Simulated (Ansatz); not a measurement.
# C (Pm-3m) in Ansatz: settings compared, part 2 of 2

Ansatz 0.2.0. Earlier steps stand in the parts before.

## 4. Relaxation of cell and atoms, RPBE

Contents of input.yaml:

```yaml
crystal:
  lattice:
    - [2.61972, 0.0, 0.0]
    - [0.0, 2.61972, 0.0]
    - [0.0, 0.0, 2.61972]
  atoms:
    - { symbol: C, position: [0.0, 0.5, 0.5] }
    - { symbol: C, position: [0.5, 0.0, 0.5] }
    - { symbol: C, position: [0.5, 0.5, 0.0] }
hamiltonian:
  xc: rpbe
  pseudopotentials: { kind: paw }
kpoints:
  mp_grid: { grid: [10, 10, 10] }
scf:
  occupations: { method: fermi_dirac, width: 0.05 }
output:
  forces: true
  stress: true
  eigenvalues: true
  write_density: true
  write_potential: true
  elf: true
  volumetric_format: npy
relax:
  f_tol: 0.01
  max_steps: 40
  cell: { stress_tol: 0.05 }
```

Potentials or basis: Ansatz PAW.

Run with:

```bash
$ ansatz run input.yaml --threads 2 --pin off --max-ram 5632MiB --backend cpu --events-out ev --progress --plain --runs-dir out
```

Output:

```text
Warning: RAYON_NUM_THREADS=2 ignored (pool sized by the plan → 2); use --threads N
Engine: ansatz 0.2.0, aarch64-unknown-linux-gnu
Pseudopotentials: kind: paw
Pseudopotential: C, paw, valence charge 4, recommended cutoff 420 eV (normal), C.paw.azcp
Functional definition: RPBE
  parameter kappa = 0.804
  parameter beta = 0.06672455060314922
  exchange = rpbe_x(kappa = kappa, mu = beta*pi^2/3)
  correlation = pbe_c(beta = beta)
Crystal: 3 atoms, lattice volume = 17.979 Å³
Basis set: ecut = 420 eV, 365 PW (Γ), exchange–correlation on 36×36×36 points (8 copies of the dense FFT grid, shifted against one another)
Bands: 10, of which v1, the nominal top of the filled ones, is band 6 counted from 1 (5 counted from 0)
Symmetry: 48 space group operations
Space group: Pm-3m (ITA 221), of the structure as read, at distance tolerance 2.6e-5 Å
k-points: 56 of 1000
Non-local potential: C, projectors of the file, l = 0: 2, l = 1: 2, l = 2: 1
PAW form: soft (Blöchl's): semilocal exchange-correlation on the pseudo side does not see the compensation charge
PAW frozen core: C, regenerated for the run's functional, and the local potential with it (the file was generated under x = pbe(κ = 0.804, μ = 0.2195149727645171), c = pbe(β = 0.06672455060314922))
PAW one-centre angular grid: C, 110 points (default); XC on 64 Gauss nodes
Initial density: superposition of atomic densities (neutral atoms: chi_scale 0, normalization atom), corrected by the library's trained network
Initial wavefunctions: pseudopotential atomic-orbital guess
Functional: x = rpbe, c = pbe(β = 0.06672455060314922)
SCF iter   1: F=—  HF=-745.705661 eV  |F-HF|=—  |Δ(HF+E_count)|=         —  Δρ=2.05e-2  dr2=7.78e-2  ethr=1.77e-3  ⟨swp⟩=6.0  Hψ=3444  notcnv=0
preconditioner: auto → none  [metal: Δε(μ)=0.043 eV  Ē_g=13.700 eV  σ=0.050 eV  W_gap=0.20  n_scr=6 (ndim 8)  ℏωp=30.3 eV  f_vac=0.001  D(μ)=1.17/eV (n_scr^D=18)  sad-step TF]
SCF iter   2: F=—  HF=-745.687775 eV  |F-HF|=—  |Δ(HF+E_count)|=   1.79e-2  Δρ=1.22e-2  dr2=3.17e-2  ethr=6.48e-4  ⟨swp⟩=1.3  Hψ=1033  notcnv=0
SCF iter   3: F=—  HF=-745.677621 eV  |F-HF|=—  |Δ(HF+E_count)|=   1.02e-2  Δρ=1.75e-3  dr2=3.49e-4  ethr=2.64e-4  ⟨swp⟩=2.0  Hψ=1117  notcnv=0
SCF iter   4: F=—  HF=-745.677991 eV  |F-HF|=—  |Δ(HF+E_count)|=   3.70e-4  Δρ=3.36e-4  dr2=1.69e-5  ethr=2.91e-6  ⟨swp⟩=2.0  Hψ=930  notcnv=0
SCF iter   5: F=—  HF=-745.678093 eV  |F-HF|=—  |Δ(HF+E_count)|=   1.02e-4  Δρ=4.15e-5  dr2=2.07e-7  ethr=1.41e-7  ⟨swp⟩=2.6  Hψ=899  notcnv=0
SCF iter   6: F=-745.678093 eV  HF=-745.678093 eV  |F-HF|=2.83e-9  |Δ(HF+E_count)|=   3.88e-8  Δρ=3.23e-6  dr2=5.50e-10  ethr=8.33e-10  ⟨swp⟩=8.9  Hψ=3879  notcnv=0
SCF 1 converged in 6 iterations: F = -745.678093 eV  dr2 = 5.50e-10
[... 98 lines left out ...]
relax step   7: F+E_penalty+E_count = -745.69931078 eV  Δ(F+E_penalty+E_count) = +0.000e0 eV  max|allowed force component| = 8.546e-31 eV/Å  Δτ_max = 0.0000 Å  P = +0.001 GPa  Ω = 18.822 Å³  stress off target by 9.51e-4 GPa  SCF on the basis re-selected at this cell (its energy is not comparable with the rows above)  (8 SCF iters)
basis re-selected at this cell: Δ(F+E_penalty+E_count) = +0.000e0 eV, ΔP = +0.001 GPa vs the last step (what re-selecting the basis moved, of the pressure what is left beyond the Pulay correction that the steps carried, after the strain that the cell walked since its last selection, with what the two solves' SCF thresholds leave and, on support functions, any second-order correction that the steps lacked; it is no measure of the basis error at this ecutwfc). This SCF's stress stands 9.51e-4 GPa from its target on what of the cell is left free (relax.cell.stress_tol is 5.00e-2 GPa) and its largest allowed force component is 8.55e-31 eV/Å (relax.f_tol is 1.00e-2 eV/Å): within both
SCF converged after 8 iterations
Free energy (F): -745.699311 eV
Harris-Foulkes:  -745.699311 eV  (|F-HF|=1.14e-13)
Internal energy: -745.692506 eV  (E = F + TS)
E sigma→0 (E₀):  -745.695908 eV
Entropy (-TS):   -0.006805 eV (-2.268 meV/atom)
Fermi energy:    13.385071 eV
--- Per-component energies (eV) ---
  E_band       = 52.561109
  E_kinetic    = 252.752619
  E_local      = -147.334745  (includes V_loc(G=0)·N_el)
  E_nonlocal   = 79.599632
  E_hartree    = 28.720686
  E_xc         = -141.902204
  E_vxc        = -175.811471  (∫ρ·V_xc dr)
  E_paw        = -297.498311  (= ΣΔE_a)
  E_vpaw       = -14.086310  (= ΣTr[D̂ρ^β])
  E_aug_tail   = 0.000013  (compensation charges beyond the density's cutoff)
  E_ewald      = -519.985753
  E_core_change = -0.044443  (= ΣΔE_core)
  E_smearing   = -0.006805  (= −TS)
  E_closure    = -0.000000  (closes the sum)
  Σ components = -745.699311   (vs F -745.699311, Δ=0.00e0)
--- Forces (eV/Å), atoms counted from 1 ---
  atom   1  C      0.00000000     0.00000000     0.00000000
  atom   2  C     -0.00000000    -0.00000000     0.00000000
  atom   3  C      0.00000000     0.00000000     0.00000000
  max |Σ_I F_I| component: 1.38e-30 eV/Å
--- Stress (GPa, compression-positive) ---
        0.000951       0.000000       0.000000
        0.000000       0.000951      -0.000000
        0.000000      -0.000000       0.000951
  P = ⅓ Tr σ = 0.0010 GPa (0.010 kbar)
--- Band table (eV; the first three rows and the last of 56) ---
  k-point 0: bands = ["-8.6124", "5.9350", "5.9350", "5.9350", "10.3507", "10.3507", "17.7181", "17.7181", "17.7181", "19.4426"]
  k-point 1: bands = ["-8.4471", "4.6479", "6.0977", "6.0977", "10.4648", "11.4361", "17.4091", "17.4186", "17.4186", "20.0317"]
  k-point 2: bands = ["-7.9566", "2.3751", "6.5730", "6.5730", "10.8038", "13.0780", "16.4582", "16.4582", "16.5927", "21.2086"]
  k-point 55: bands = ["0.2248", "3.7770", "3.7770", "3.7770", "4.7764", "4.7764", "4.7764", "18.5207", "23.4383", "23.4383"]
--- Relaxed structure (5 steps of the walk, 5 accepted, 2 SCFs on fresh bases) ---
  F+E_penalty+E_count = -745.69931078 eV   max|allowed force component| = 8.546e-31 eV/Å   (the final SCF, on the basis selected at the relaxed cell)
  cell:  # Å, volume = 18.8216 Å³
    - [2.660024489209462, 7.703719777548943e-34, 1.7654357823549661e-34]
    - [7.703719777548943e-34, 2.660024489209462, -2.407412430484045e-34]
    - [-2.0864241064195054e-34, -2.407412430484045e-34, 2.660024489209462]
  atoms:
    - { symbol: C, position: [3.1908260963223455e-38, 0.5, 0.5] }
    - { symbol: C, position: [0.5, -9.891560896378524e-37, 0.5] }
    - { symbol: C, position: [0.5, 0.5, 6.381652191435265e-38] }
```

rho_z.tsv:

```text
# z_ang	rho[e/angstrom^3]
# format = ansatz-planar-average/11
# lattice	2.660024489	0.000000000	0.000000000
# lattice	0.000000000	2.660024489	-0.000000000
# lattice	-0.000000000	-0.000000000	2.660024489
# sites	3
# site	6	0.000000000	1.330012245	1.330012245
# site	6	1.330012245	0.000000000	1.330012245
# site	6	1.330012245	1.330012245	-0.000000000
0.000000	5.027205e-1
0.147779	5.012767e-1
0.295558	4.989279e-1
0.443337	5.045399e-1
0.591117	5.357048e-1
0.738896	6.070047e-1
[... 10 lines left out ...]
2.364466	4.989279e-1
2.512245	5.012767e-1
```

v_z.tsv:

```text
# z_ang	v_es[eV]	v_tot[eV]
# format = ansatz-planar-average/11
# xc	rpbe
# density_cutoff_ev	1680
# datasets	C=:simpson_from_first_knot:soft:shift=239987
# lattice	2.660024489	0.000000000	0.000000000
# lattice	0.000000000	2.660024489	-0.000000000
# lattice	-0.000000000	-0.000000000	2.660024489
# sites	3
# site	6	0.000000000	1.330012245	1.330012245
# site	6	1.330012245	0.000000000	1.330012245
# site	6	1.330012245	1.330012245	-0.000000000
0.000000	2.643463e0	-8.761986e0
0.147779	3.426293e0	-7.998410e0
0.295558	5.332694e0	-6.270910e0
0.443337	7.342362e0	-4.665137e0
0.591117	8.257056e0	-4.334389e0
0.738896	6.555654e0	-6.752901e0
[... 10 lines left out ...]
2.364466	5.332694e0	-6.270910e0
2.512245	3.426293e0	-7.998410e0
```

Wall time 3 s (2 threads of Arm Neoverse V2, shared host); peak memory 0.27 GiB.

Results:

* Free energy: -745.6993 eV
* Relaxed volume: 6.27 Å³/atom
* Relaxed cell: a = 2.660 Å, b = 2.660 Å, c = 2.660 Å, α = 90.00°, β = 90.00°, γ = 90.00°
* Space group after relaxing (to 0.05 Å): Pm-3m (No. 221)
* Energy gained by relaxing: 7.1 meV/atom
* Ionic steps: 7
* Pressure after relaxing: 0.0 GPa
* Band gap on the k mesh: none (metal or under the smearing width)

Step by step:
```csv
step,energy change (eV),largest force (eV/Å),volume (Å³)
1,0.0000,0.0000,17.98
2,-0.0093,0.0000,18.22
3,-0.0170,0.0000,18.74
4,-0.0167,0.0000,18.81
5,-0.0213,0.0000,18.81
6,-0.0212,0.0000,18.82
7,-0.0212,0.0000,18.82
```

Final structure:
```cif
data_structure
_symmetry_space_group_name_H-M 'P 1'
_symmetry_Int_Tables_number 1
_cell_length_a 2.6600
_cell_length_b 2.6600
_cell_length_c 2.6600
_cell_angle_alpha 90.000
_cell_angle_beta 90.000
_cell_angle_gamma 90.000
_cell_volume 18.82
loop_
_atom_site_label
_atom_site_type_symbol
_atom_site_fract_x
_atom_site_fract_y
_atom_site_fract_z
_atom_site_occupancy
C1 C 0.00000 0.50000 0.50000 1
C2 C 0.50000 0.00000 0.50000 1
C3 C 0.50000 0.50000 0.00000 1
```

Levels at points of the mesh, in eV from the Fermi level:
```csv
k point,band 3,band 4,band 5,band 6,band 7,band 8,band 9,band 10
"(0.00, 0.00, 0.00)",-7.45,-7.45,-3.03,-3.03,4.33,4.33,4.33,6.06
"(0.00, 0.00, -0.50)",-4.80,-4.80,-0.72,-0.49,-0.49,0.29,2.39,5.79
"(0.00, -0.50, -0.50)",-13.25,-9.85,-0.95,0.33,0.33,2.09,4.38,4.38
"(-0.50, -0.50, -0.50)",-9.61,-9.61,-8.61,-8.61,-8.61,5.14,10.05,10.05
```

Caveat: the plane-wave basis is chosen anew once the cell has moved, so the energies of steps on either side of that aren't comparable; the pressure holds a Pulay correction of +0.6 GPa for the finite cutoff; the PAW data sets come from PBE, with cores solved anew for the run's functional, which leaves a small shift of forces and pressure.

## 5. Relaxation of cell and atoms, revPBE

Changes to input.yaml since step 4:

```diff
@@ -10,3 +10,3 @@
 hamiltonian:
-  xc: rpbe
+  xc: revpbe
   pseudopotentials: { kind: paw }
@@ -20,6 +20,2 @@
   eigenvalues: true
-  write_density: true
-  write_potential: true
-  elf: true
-  volumetric_format: npy
 relax:
```

Run with:

```bash
$ ansatz run input.yaml --threads 2 --pin off --max-ram 5632MiB --backend cpu --events-out ev --progress --plain --runs-dir out
```

It took 2.8 s on 2 threads of Arm Neoverse V2, shared host; peak memory 0.26 GiB.

The run converged. Its results:

| Property | Result |
| --- | --- |
| Free energy | -744.6544 eV |
| Relaxed volume | 6.23 Å³/atom |
| Relaxed cell | a = 2.654 Å, b = 2.654 Å, c = 2.654 Å, α = 90.00°, β = 90.00°, γ = 90.00° |
| Space group after relaxing (to 0.05 Å) | Pm-3m (No. 221) |
| Energy gained by relaxing | 5.1 meV/atom |
| Ionic steps | 7 |
| Pressure after relaxing | 0.0 GPa |
| Band gap on the k mesh | none (metal or under the smearing width) |

The path:
| step | energy change (eV) | largest force (eV/Å) | volume (Å³) |
| --- | --- | --- | --- |
| 1 | 0.0000 | 0.0000 | 17.98 |
| 2 | -0.0066 | 0.0000 | 18.19 |
| 3 | -0.0117 | 0.0000 | 18.62 |
| 4 | -0.0115 | 0.0000 | 18.69 |
| 5 | -0.0154 | 0.0000 | 18.69 |
| 6 | -0.0153 | 0.0000 | 18.70 |
| 7 | -0.0153 | 0.0000 | 18.70 |

Final structure:
```
CELL_PARAMETERS angstrom
2.65433 0.00000 0.00000
0.00000 2.65433 0.00000
0.00000 0.00000 2.65433
ATOMIC_POSITIONS crystal
C 0.00000 0.50000 0.50000
C 0.50000 0.00000 0.50000
C 0.50000 0.50000 0.00000
```

Levels at points of the mesh, in eV from the Fermi level:
| k point | band 3 | band 4 | band 5 | band 6 | band 7 | band 8 | band 9 | band 10 |
| --- | --- | --- | --- | --- | --- | --- | --- | --- |
| (0.00, 0.00, 0.00) | -7.52 | -7.52 | -3.01 | -3.01 | 4.33 | 4.33 | 4.33 | 5.99 |
| (0.00, 0.00, -0.50) | -4.85 | -4.85 | -0.67 | -0.52 | -0.52 | 0.25 | 2.37 | 5.82 |
| (0.00, -0.50, -0.50) | -13.30 | -9.94 | -0.99 | 0.30 | 0.30 | 2.12 | 4.40 | 4.40 |
| (-0.50, -0.50, -0.50) | -9.63 | -9.63 | -8.69 | -8.69 | -8.69 | 5.05 | 10.07 | 10.07 |

Caveat: the plane-wave basis is chosen anew once the cell has moved, so the energies of steps on either side of that aren't comparable; the pressure holds a Pulay correction of +0.7 GPa for the finite cutoff; the PAW data sets come from PBE, with cores solved anew for the run's functional, which leaves a small shift of forces and pressure.

## 6. Relaxation of cell and atoms, BLYP

Changes to input.yaml since step 5:

```diff
@@ -10,3 +10,3 @@
 hamiltonian:
-  xc: revpbe
+  xc: blyp
   pseudopotentials: { kind: paw }
@@ -20,2 +20,6 @@
   eigenvalues: true
+  write_density: true
+  write_potential: true
+  elf: true
+  volumetric_format: npy
 relax:
```

Potentials or basis: Ansatz PAW.

Run with:

```bash
$ ansatz run input.yaml --threads 2 --pin off --max-ram 5632MiB --backend cpu --events-out ev --progress --plain --runs-dir out
```

It took 3 s on 2 threads of Arm Neoverse V2, shared host; peak memory 0.27 GiB.

The run converged. Its results:

| Quantity | Value |
| --- | --- |
| Free energy | -743.4986 eV |
| Relaxed volume | 6.75 Å³/atom |
| Relaxed cell | a = 2.726 Å, b = 2.726 Å, c = 2.726 Å, α = 90.00°, β = 90.00°, γ = 90.00° |
| Space group after relaxing (to 0.05 Å) | Pm-3m (No. 221) |
| Energy gained by relaxing | 43.6 meV/atom |
| Ionic steps | 7 |
| Pressure after relaxing | 0.0 GPa |
| Band gap on the k mesh | none (metal or under the smearing width) |

Step by step:
| step | energy change (eV) | largest force (eV/Å) | volume (Å³) |
| --- | --- | --- | --- |
| 1 | 0.0000 | 0.0000 | 17.98 |
| 2 | -0.0597 | 0.0000 | 18.57 |
| 3 | -0.1141 | 0.0000 | 20.15 |
| 4 | -0.1307 | 0.0000 | 20.15 |
| 5 | -0.1307 | 0.0000 | 20.21 |
| 6 | -0.1305 | 0.0000 | 20.25 |
| 7 | -0.1309 | 0.0000 | 20.25 |

Final structure:
```xyz
3
Lattice="2.7258 0.0000 0.0000 0.0000 2.7258 0.0000 0.0000 0.0000 2.7258" Properties=species:S:1:pos:R:3 pbc="T T T"
C     0.0000    1.3629    1.3629
C     1.3629    0.0000    1.3629
C     1.3629    1.3629    0.0000
```

Levels at points of the mesh, in eV from the Fermi level:
| k point | band 3 | band 4 | band 5 | band 6 | band 7 | band 8 | band 9 | band 10 |
| --- | --- | --- | --- | --- | --- | --- | --- | --- |
| (0.00, 0.00, 0.00) | -6.66 | -6.66 | -3.13 | -3.13 | 4.02 | 4.02 | 4.02 | 7.09 |
| (0.00, 0.00, -0.50) | -4.21 | -4.21 | -1.25 | -0.19 | -0.19 | 0.57 | 2.60 | 5.17 |
| (0.00, -0.50, -0.50) | -12.34 | -8.75 | -0.61 | 0.50 | 0.50 | 1.75 | 3.98 | 3.98 |
| (-0.50, -0.50, -0.50) | -9.16 | -9.16 | -7.65 | -7.65 | -7.65 | 6.09 | 9.15 | 9.15 |

Caveat: the plane-wave basis is chosen anew once the cell has moved, so the energies of steps on either side of that aren't comparable; the pressure holds a Pulay correction of +0.6 GPa for the finite cutoff; the PAW data sets come from PBE, with cores solved anew for the run's functional, which leaves a small shift of forces and pressure.

## 7. Overview

| level | gap on the mesh (eV) | pressure (GPa) | relaxed volume (Å³/atom) |
| --- | --- | --- | --- |
| PBE | none | 0.0 | 6.09 |
| PBEsol | none | 0.0 | 5.76 |
| RPBE | none | 0.0 | 6.27 |
| revPBE | none | 0.0 | 6.23 |
| BLYP | none | 0.0 | 6.75 |

Alike in all rows: task relaxation of cell and atoms; potentials or basis Ansatz PAW; no spin polarisation; cell relaxed; k mesh 10 × 10 × 10; cutoff (eV) 420; smearing fermi-dirac 0.05 eV.

Caveats: the plane-wave basis is chosen anew once the cell has moved, so the energies of steps on either side of that aren't comparable; the PAW data sets come from PBE, with cores solved anew for the run's functional, which leaves a small shift of forces and pressure (some runs).

Total energies depend on the potentials used, so only differences within one code and one set of settings carry meaning.
